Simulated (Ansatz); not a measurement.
An input for Ansatz 0.2.0 (SiO2 (Stishovite)):

```yaml
crystal:
  lattice:
    - [4.1773, 0.0, 0.0]
    - [0.0, 4.1773, 0.0]
    - [0.0, 0.0, 2.6652]
  atoms:
    - { symbol: Si, position: [0.0, 0.0, 0.0] }
    - { symbol: Si, position: [0.5, 0.5, 0.5] }
    - { symbol: O, position: [0.3059, 0.3059, 0.0] }
    - { symbol: O, position: [0.1941, 0.8059, 0.5] }
    - { symbol: O, position: [0.6941, 0.6941, 0.0] }
    - { symbol: O, position: [0.8059, 0.1941, 0.5] }
kpoints:
  mp_grid: { grid: [4, 4, 6] }
  band_path:
    path:
      - [0.0, 0.0, 0.0]
      - [0.0, 0.5, 0.0]
      - [0.5, 0.5, 0.0]
      - [0.0, 0.0, 0.5]
      - [0.0, 0.5, 0.5]
      - [0.5, 0.5, 0.5]
    npoints: 1
hamiltonian:
  xc: pbe0
scf:
  occupations: { method: fixed }
  n_extra_bands: 6
output:
  eigenvalues: true
```

```sh
ansatz run input.yaml --threads 3 --pin off --max-ram 92160MiB --backend cuda --events-out ev --progress --plain --runs-dir out --devices 1 --max-vram 13GiB
```

Q: Estimate wall time and host memory on 1 × NVIDIA H100 80GB HBM3 (shared by 6 runs) with 3 threads of AMD EPYC 7R13 (Zen 3), shared host.

It took 16 s; on shared hardware allow 7.8 s to 31 s. Peak host memory was 1.3 GiB. The sizes that set the cost: 913 plane waves a state, 24 irreducible k points and 10 SCF cycles.

Exact exchange couples every pair of k points and filled bands, so it costs far more than a semilocal run.

[Paths, hosts, dates, memory and timing lines, banners, echoed tables and standing remarks are left out of the program output.]

[Logs are printed without paths, hosts, clocks, repeated set-up lines and the standing remarks that a program may print on its own settings, such as how far it seeks lower states.]

[Runs of the session that timed out or met a known fault of the program may be left out.]

[Cells called generated may have been cut or substituted from an entry of the Crystallography Open Database or the Materials Project.]

[Hosts, paths, dates, database ids (printed as entryN), source tags and the programs' standing remarks are cut or masked in the printed files.]
